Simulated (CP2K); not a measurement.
Runs of CP2K 2026.2 on Hf. It takes space group P6_3/mmc (No. 194, hexagonal). Conventional cell: a = 3.197 Å, b = 3.197 Å, c = 5.058 Å, α = 90.00°, β = 90.00°, γ = 120.00°. Hf (site symmetry -6m2) has 12 Hf at 3.13 to 3.20 Å as nearest neighbours. 

```tsv
level	gap on the mesh (eV)	pressure (GPa)
PBE	none	(b)
OLYP	none	-0.1
AM05	none	-2.6
r2SCAN	none	2.1
LDA	none	(a)
```

Alike in all rows: task band structure; potentials or basis POTENTIAL_UZH Hf GTH-PBE-q12; TZVP-MOLOPT-PBE-GTH basis; no spin polarisation; cell as given; k mesh 10 × 10 × 5; smearing fermi-dirac 0.05 eV.

Task: Fill in the values left out.

Result: (a) -5.6; (b) 0.8.

Caveats: spin-orbit coupling is left out, which moves the levels of the heavy elements; the basis of atomic orbitals isn't converged, which shifts pressures, moduli and gaps; the potentials were made for another functional, which shifts forces and pressure (some runs).

A k mesh can miss the band edges, and the runs leave out spin-orbit coupling on Hf.

A gap of «none» marks a metal or a gap under the smearing width.
